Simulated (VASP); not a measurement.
Output of a VASP run:

### OSZICAR
```
       N       E                     dE             d eps       ncg     rms          rms(c)
DAV:   1     0.218063810705E+03    0.21806E+03   -0.16270E+04   928   0.177E+03
DAV:   2    -0.249483428626E+02   -0.24301E+03   -0.23713E+03  1192   0.410E+02
DAV:   3    -0.347264665341E+02   -0.97781E+01   -0.97693E+01  1344   0.845E+01
DAV:   4    -0.349495912525E+02   -0.22312E+00   -0.22310E+00  1360   0.969E+00
DAV:   5    -0.349528598446E+02   -0.32686E-02   -0.32686E-02  1176   0.938E-01    0.241E+01
DAV:   6    -0.286567795807E+02    0.62961E+01   -0.36661E+01  1048   0.469E+01    0.956E+00
DAV:   7    -0.286028636891E+02    0.53916E-01   -0.14619E+00  1288   0.995E+00    0.598E+00
DAV:   8    -0.285730376008E+02    0.29826E-01   -0.17069E-01  1232   0.439E+00    0.457E-01
DAV:   9    -0.285740312479E+02   -0.99365E-03   -0.15581E-02  1264   0.897E-01    0.323E-01
DAV:  10    -0.285752149687E+02   -0.11837E-02   -0.52656E-03  1088   0.728E-01    0.149E-01
DAV:  11    -0.285752312942E+02   -0.16326E-04   -0.18106E-03  1208   0.353E-01    0.139E-01
DAV:  12    -0.285751702640E+02    0.61030E-04   -0.33624E-04   992   0.147E-01    0.613E-03
DAV:  13    -0.285751719490E+02   -0.16851E-05   -0.15320E-05  1272   0.287E-02    0.353E-03
DAV:  14    -0.285751722648E+02   -0.31575E-06   -0.26390E-06  1000   0.111E-02
   1 F= -.28575172E+02 E0= -.28575172E+02  d E =-.285752E+02
```

OUTCAR:
```
------------------------ aborting loop because EDIFF is reached ----------------------------------------
  FORCE on cell =-STRESS in cart. coord.  units (eV):
  Direction    XX          YY          ZZ          XY          YZ          ZX
  --------------------------------------------------------------------------------------
  Total       -0.0074548     -0.0074548     -0.0074548      0.0000000     -0.0000000      0.0000000
  in kB       -0.3567690     -0.3567690     -0.3567690      0.0000000     -0.0000000      0.0000000
  external PRESSURE =      -0.3567690 kB  Pullay stress =       0.0000000 kB
  volume of cell :       33.48
      direct lattice vectors                 reciprocal lattice vectors
     0.000000000  2.558057230  2.558057230    -0.195460834  0.195460834  0.195460834
     2.558057230  0.000000000  2.558057230     0.195460834 -0.195460834  0.195460834
     2.558057230  2.558057230  0.000000000     0.195460834  0.195460834 -0.195460834
 POSITION                                       TOTAL-FORCE (eV/Angst)
 -----------------------------------------------------------------------------------
      0.00000      0.00000      0.00000        -0.000000     -0.000000     -0.000000
      1.27903      1.27903      1.27903        -0.000000     -0.000000     -0.000000
      3.83709      3.83709      3.83709         0.000000      0.000000      0.000000
 -----------------------------------------------------------------------------------
    total drift:                                0.000000     -0.000000      0.000000
  FREE ENERGIE OF THE ION-ELECTRON SYSTEM (eV)
  ---------------------------------------------------
  free  energy   TOTEN  =       -28.5751722648 eV

  energy  without entropy=      -28.5751722648  energy(sigma->0) =      -28.57517226

 reached required accuracy - stopping structural energy minimisation
```
(Selected blocks of OUTCAR.)

**POSCAR**
```
ZrO2
1
    0.0000000000     2.5580572300     2.5580572300
    2.5580572300     0.0000000000     2.5580572300
    2.5580572300     2.5580572300    -0.0000000000
Zr O
1 2
Direct
  0.0000000000   0.0000000000   0.0000000000
  0.2500000000   0.2500000000   0.2500000000
  0.7500000000   0.7500000000   0.7500000000
```

Problem. Reconstruct the remaining input files.

Solution. Several could match; the one computed here: the input of the run itself, PBE GGA, plane waves, VASP's PBE PAW potentials (set 64).

### INCAR
```
! general
SYSTEM  = ZrO2
PREC    = Accurate
ENCUT   = 620   ! plane-wave cut-off (eV)
LREAL   = .FALSE.   ! projection in real space or not
LASPH   = .TRUE.

! electronic loop
EDIFF   = 1E-6   ! SCF stop (eV)
NELM    = 100   ! most electronic steps
ALGO    = Normal   ! blocked Davidson
LMAXMIX = 4

! smearing
ISMEAR  = 0   ! Gaussian
SIGMA   = 0.05   ! width (eV)

! functional
GGA     = PE

! ions
IBRION  = 2   ! conjugate gradients
NSW     = 40   ! most ionic steps
ISIF    = 3   ! ions, shape and volume
EDIFFG  = -0.02

! output
LWAVE   = .FALSE.
LCHARG  = .FALSE.
```

File KPOINTS:
```
Automatic mesh
0
Gamma
8 8 8
0 0 0
```

POTCAR, in this order: Zr_sv O (PBE.64 set). Program: vasp_std.

The compound is ZrO2 in the fluorite structure, the high-temperature cubic form, which is unstable at 0 K; the monoclinic form is the stable one. It was relaxed first.
